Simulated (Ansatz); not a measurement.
## The polar optical mode of SrO, worked through

Theory: DFT r2SCAN+D3(BJ), scalar-relativistic, plane waves, PAW in Ansatz 0.2.0. Settings: 500 eV plane-wave cutoff, Γ-centred 8×8×8 mesh, fixed occupations. No spin polarisation. Phonons by linear response, acoustic sum rule imposed.

The cell is fixed (symmetry leaves no force on the atoms) and stands under 0.0 GPa:
```xyz
2
Lattice="3.0879 0.0000 0.0000 0.0000 3.0879 0.0000 0.0000 0.0000 3.0879" Properties=species:S:1:pos:R:3 pbc="T T T"
Sr    0.0000    0.0000    0.0000
O     1.5439    1.5439    1.5439
```

The cell is the ideal cubic caesium chloride prototype; this isn't the usual structure of the compound.

Linear response gives ν_TO = 140.7 cm⁻¹, Born charges ±2.573 e (positive on Sr) and ε∞ = 4.096. The primitive cell holds 29.444 Å³, and the masses are 87.620 and 15.999 amu.

Problem. Find ν_LO and the static dielectric constant.

Solution. The long-wave field adds a restoring force: ω_LO² − ω_TO² = Z*²e²/(ε_vac ε∞ μV). In these units ν_LO² − ν_TO² = 4.92064×10⁷ Z*²/(μ V ε∞) cm⁻², with μ = m₁m₂/(m₁ + m₂) = 13.529 amu: 199624 cm⁻². So ν_LO = √(140.7² + 199624) = 468.4 cm⁻¹, and the run gives 468.4. Lyddane–Sachs–Teller then gives ε0 = ε∞ (ν_LO/ν_TO)² = 45.42, against 45.41 in the run (it forms both from the same three quantities, so the match checks the arithmetic only). Between ν_TO and ν_LO the dielectric function is negative and an undamped crystal reflects fully: a reststrahlen band from 21.3 to 71.1 μm.

Problem. What do the Clausius–Mossotti polarisability and the Szigeti charge come to?

Solution. With the Lorentz local field, α = (3V/4π)(ε∞ − 1)/(ε∞ + 2) = 3.57 Å³ for the pair, and e_S = 3Z*/(ε∞ + 2) = 1.27 e. The Born charge includes the electrons' response to the dipole's own local field, and e_S takes that enhancement out. The Lorentz field assumes point-like polarisable ions, a poor picture once ε∞ is this large, since the electron clouds then overlap or are shared, so both numbers are formal here.

Problem. How strongly does a slow electron couple to the LO mode?

Solution. For one isotropic parabolic band, Fröhlich's constant is α_F = (1/ε∞ − 1/ε0) √(m* Ry/ħω_LO), with Ry = 13.606 eV, ħω_LO = 58.1 meV and m* in free-electron masses: α_F = 0.2222 × 15.31 × √m* = 3.40 √m*. The band mass isn't part of this run; for m* = 0.1, 0.3 and 1 it gives 1.08, 1.86, 3.40. In weak coupling the polaron lies α_F ħω_LO below the band edge (108 meV at m* = 0.3) with a mass m*(1 + α_F/6); past α_F of about 5 or 6 that expansion fails. A semilocal functional's ε∞ tends to be too large, which taken alone lowers α_F.

Cost: 1 run of about 1.8 core-minutes, on AMD EPYC 7R43 (Zen 3) (shared hosts).